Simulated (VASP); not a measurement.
# GaN: relaxed cell and band gap, by functional

GaN, P6_3mc (no. 186), 4 atoms in the cell.

| Functional | Volume (Å³/atom) | Change from the starting volume (fraction) | Gap, path and mesh (eV) | Time (s) |
|---|---|---|---|---|
| RPBE | 12.03 | 0.063 | 1.63 | 179 |
| revPBE | 11.95 | 0.057 | 1.65 | 213 |
| AM05 | 11.33 | 0.002 | 2.02 | 264 |
| PW91 | 11.75 | 0.039 | 1.73 | 192 |
| BLYP | 12.21 | 0.080 | 1.52 | 282 |
| optPBE exchange with PBE correlation | 11.64 | 0.029 | 1.78 | 195 |
| optB86b exchange with PBE correlation | 11.35 | 0.003 | 1.90 | 193 |
| PW86R exchange with PBE correlation | 12.20 | 0.079 | 1.41 | 208 |
| CX exchange with PBE correlation | 11.23 | -0.007 | 1.95 | 201 |

## Input of the first row

INCAR.step1:
```
PREC     = Accurate       # precision mode
ENCUT    = 600            # plane-wave cutoff, eV
EDIFF    = 1E-7           # SCF threshold, eV
ISMEAR   = 0              # smearing method
SIGMA    = 0.02           # smearing width, eV
LREAL    = False          # projectors in reciprocal space
LASPH    = True           # aspherical terms in the spheres
GGA_COMPAT= False        
ALGO     = Normal         # electronic algorithm
NELM     = 150            # most SCF steps
ISIF     = 3              # what is computed and relaxed
LWAVE    = False          # write WAVECAR
LCHARG   = False          # write CHGCAR
GGA      = RP             # functional
IBRION   = 2              # ionic algorithm
EDIFFG   = -0.005         # ionic threshold
NSW      = 60             # ionic steps
KPAR     = 2             
```

INCAR.step2, as INCAR.step1 but for:
```
- NSW = 60
+ NSW = 40
```

INCAR.step3, as INCAR.step2 but for:
```
- ISIF = 3
- IBRION = 2
- EDIFFG = -0.005
- NSW = 40
+ ISIF = 2
+ NBANDS = 26
```

KPOINTS:
```
k-points
0
Gamma
  7 7 4
```

KPOINTS_OPT:
```
path GMKGALHA,LM,KH
8
line-mode
reciprocal
 0.0000000000  0.0000000000  0.0000000000  G
 0.5000000000  0.0000000000  0.0000000000  M

 0.5000000000  0.0000000000  0.0000000000  M
 0.3333333333  0.3333333333  0.0000000000  K

 0.3333333333  0.3333333333  0.0000000000  K
 0.0000000000  0.0000000000  0.0000000000  G

 0.0000000000  0.0000000000  0.0000000000  G
 0.0000000000  0.0000000000  0.5000000000  A

 0.0000000000  0.0000000000  0.5000000000  A
 0.5000000000  0.0000000000  0.5000000000  L

 0.5000000000  0.0000000000  0.5000000000  L
 0.3333333333  0.3333333333  0.5000000000  H

 0.3333333333  0.3333333333  0.5000000000  H
 0.0000000000  0.0000000000  0.5000000000  A

 0.5000000000  0.0000000000  0.5000000000  L
 0.5000000000  0.0000000000  0.0000000000  M

 0.3333333333  0.3333333333  0.0000000000  K
 0.3333333333  0.3333333333  0.5000000000  H
```

POSCAR.step1:
```
GaN
1.0
    3.1800000000      0.0000000000      0.0000000000
   -1.5900000000      2.7539607840      0.0000000000
    0.0000000000      0.0000000000      5.1660000000
Ga N
2 2
Direct
    0.6666666667      0.3333333333      0.5000000000
    0.3333333333      0.6666666667      0.0000000000
    0.6666666667      0.3333333333      0.8750000000
    0.3333333333      0.6666666667      0.3750000000
```

Commands (each step's output is kept before the next begins):
```
cat potpaw_PBE.64/Ga_d/POTCAR potpaw_PBE.64/N/POTCAR > POTCAR
cp INCAR.step1 INCAR
cp POSCAR.step1 POSCAR
mpirun -np 2 vasp_std > vasp.out
cp CONTCAR POSCAR
rm WAVECAR CHG
cp INCAR.step2 INCAR
mpirun -np 2 vasp_std > vasp.out
cp CONTCAR POSCAR
rm WAVECAR CHG
cp INCAR.step3 INCAR
mpirun -np 2 vasp_std > vasp.out
```

Changes of the last row against the first:
```
(all steps)
- GGA = RP
+ GGA = CX
```

VASP 6.6.1 took 179 s on 2 cores (AMD EPYC 7R43 (Zen 3)), a shared host.
